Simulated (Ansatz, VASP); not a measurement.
## KCl in VASP and in Ansatz

```
K Cl
1.0
     3.70668    0.00000    0.00000
     0.00000    3.70668    0.00000
     0.00000    0.00000    3.63400
K Cl
1 1
Direct
  0.00000 0.00000 0.00000
  0.50000 0.50000 0.50000
```

Change from the starting cell: equal xx and yy strain of +2 %.

Alike in both runs: task single point; functional PBEsol; k mesh 7 × 7 × 7; occupations fermi-dirac, width 0.01 eV; no spin polarisation.

|  | VASP | Ansatz |
| --- | --- | --- |
| version | VASP 6.6.1 | Ansatz 0.2.0 |
| potentials or method | VASP PAW PBE potentials, release 64 (K_sv, Cl), cutoff 520 eV | all-electron LAPW, scalar-relativistic |

|  | VASP | Ansatz | Ansatz less VASP |
| --- | --- | --- | --- |
| gap on the k mesh at the Fermi level (eV) | 5.12 | 5.12 | +0.004 |
| pressure (GPa) | 1.2 | 1.1 | -0.07 |
| largest component of the traceless stress (GPa) | 0.64 | 0.65 | +0.003 |

Ansatz ran all-electron here, so the differences hold the error of VASP's frozen core and of both bases.

Caveats: the PAW data sets were made with another functional, which shifts forces and pressure a little (VASP); an odd mesh through Γ misses points on the zone boundary, where band edges often lie.
